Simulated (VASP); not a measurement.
## Co under changes of volume

One of the cells (11.058 Å³/atom); the others are scaled copies at fixed shape and fractional positions:

```xyz
1
Lattice="0.0000 1.7683 1.7683 1.7683 0.0000 1.7683 1.7683 1.7683 0.0000" Properties=species:S:1:pos:R:3 pbc="T T T"
Co    0.0000    0.0000    0.0000
```

This isn't the form of Co at room conditions, which is hcp.

```yaml
Program: VASP 6.6.1
Functional: PBE
Potentials_or_basis: VASP PAW PBE potentials, release 64 (Co)
Cutoff: 520 eV
k_mesh: 13 × 13 × 13
Occupations: fermi-dirac, width 0.05 eV
Spin: collinear spin, ferromagnetic start
Starting_moments: "[2.0] μB"
```

```tsv
volume (Å³/atom)	energy over the lowest point (meV/atom)	pressure (GPa)	moment (μB per cell)
10.191	?	?	?
10.408	11.24	10.3	1.62
10.625	1.07	5.1	1.62
11.058	0.00	-3.8	1.63
11.275	7.80	-7.5	1.64
11.492	20.40	-10.8	1.64
```

Question: What does the run at 10.191 Å³/atom give?

Answer: Energy over the lowest point 28.94 meV/atom; pressure 16.2 GPa; moment 1.61 μB per cell.

Worked out: A Birch-Murnaghan fit of order 3 (a polynomial in V^(-2/3)) to the other rows has its minimum at 10.86 Å³/atom with B0 = V·E''(V) = 219 GPa and B' = 4.5. It gives 28.85 meV/atom at 10.191 Å³/atom, against the run's 28.94, and -dE/dV = 16.0 GPa, against 16.2. A straight line through the other rows of the moment, of slope 0.0215 μB per Å³/atom, extrapolates to 1.61 μB, against the run's 1.61.

Energies are extrapolated to zero smearing.
